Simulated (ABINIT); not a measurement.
Crystal: Ti.

```
Ti
1.0
     2.95000    0.00000    0.00000
    -1.47500    2.55477    0.00000
     0.00000    0.00000    4.68000
Ti
2
Direct
  0.66667 0.33333 0.75000
  0.33333 0.66667 0.25000
```

```yaml
Program: ABINIT 10.8.3 (patched build)
Task: relaxation of cell and atoms
Functional: LDA
Potentials_or_basis: JTH PAW LDA v2.0
Cutoff: 408 eV
k_mesh: 8 × 8 × 4
Occupations: fermi-dirac, width 0.05 eV
Spin: no spin polarisation
```

At the start: pressure -9.7 GPa; volume 17.64 Å³/atom.

Task: How do energy, volume and symmetry change on relaxing?

Result: Over 8 steps the energy falls by 48.7 meV/atom and the volume is 16.14 Å³/atom (-8.5 %); space group P6_3/mmc (No. 194, to 0.05 Å).

Step by step:
| step | energy change (eV) | largest force (eV/Å) | pressure (GPa) | volume (Å³) |
| --- | --- | --- | --- | --- |
| 1 | 0.0000 | 0.0000 | -9.69 | 35.27 |
| 2 | -0.0537 | 0.0000 | -6.80 | 34.24 |
| 3 | -0.0969 | 0.0000 | 0.79 | 32.09 |
| 4 | -0.0974 | 0.0000 | -0.04 | 32.30 |
| 5 | -0.0974 | 0.0000 | 0.00 | 32.29 |
| 6 | -0.0974 | 0.0000 | 0.04 | 32.28 |
| 7 | -0.0974 | 0.0000 | 0.02 | 32.29 |
| 8 | -0.0974 | 0.0000 | 0.00 | 32.29 |

Final structure:
```
Ti
1.0
     2.87095    0.00000    0.00000
    -1.43547    2.48631    0.00000
     0.00000    0.00000    4.52356
Ti
2
Direct
  0.66667 0.33333 0.75000
  0.33333 0.66667 0.25000
```
